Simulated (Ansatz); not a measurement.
## SiC (Moissanite 6H): equation of state with PBE+D4

Crystal: SiC (Moissanite 6H).

```xyz
12
Lattice="3.0950 0.0000 0.0000 -1.5475 2.6803 0.0000 0.0000 0.0000 15.1700" Properties=species:S:1:pos:R:3 pbc="T T T"
Si    1.5475    0.8934    6.9524
Si    0.0000    1.7869   14.5374
Si    1.5475    0.8934   12.0101
Si    0.0000    1.7869    4.4251
Si    0.0000    0.0000    9.4812
Si    0.0000    0.0000    1.8962
C     1.5475    0.8934    5.0562
C     0.0000    1.7869   12.6412
C     1.5475    0.8934   10.1138
C     0.0000    1.7869    2.5288
C     0.0000    0.0000    7.5850
C     0.0000    0.0000    0.0000
```

| Property | Result |
| --- | --- |
| Program | Ansatz 0.2.0 |
| Task | equation of state |
| Functional | PBE |
| Dispersion | D4 |
| Potentials or basis | Ansatz PAW |
| Cutoff | 420 eV |
| Density cutoff | 1680 eV |
| k mesh | 10 × 10 × 2 |
| Occupations | fermi-dirac, width 0.05 eV |
| Spin | no spin polarisation |

```
Equilibrium volume                        : 10.30 Å³/atom
Bulk modulus at fixed shape and positions : 220 GPa
Pressure derivative of the bulk modulus   : 4.0
```

Energy against volume, from the lowest point:
| volume (Å³/atom) | energy (meV/atom) |
| --- | --- |
| 9.858 | 13.86 |
| 10.068 | 3.65 |
| 10.277 | 0.00 |
| 10.487 | 2.27 |
| 10.697 | 9.91 |
| 10.907 | 22.38 |
| 11.116 | 39.23 |

All runs of the series together: 27 s on 2 threads of Intel(R) Xeon(R) Platinum 8488C (Sapphire Rapids) (shared host).

Caveat: the cell was scaled at fixed shape and fractional positions, which overstates the stiffness of a crystal with free parameters, most of all of layers and chains.
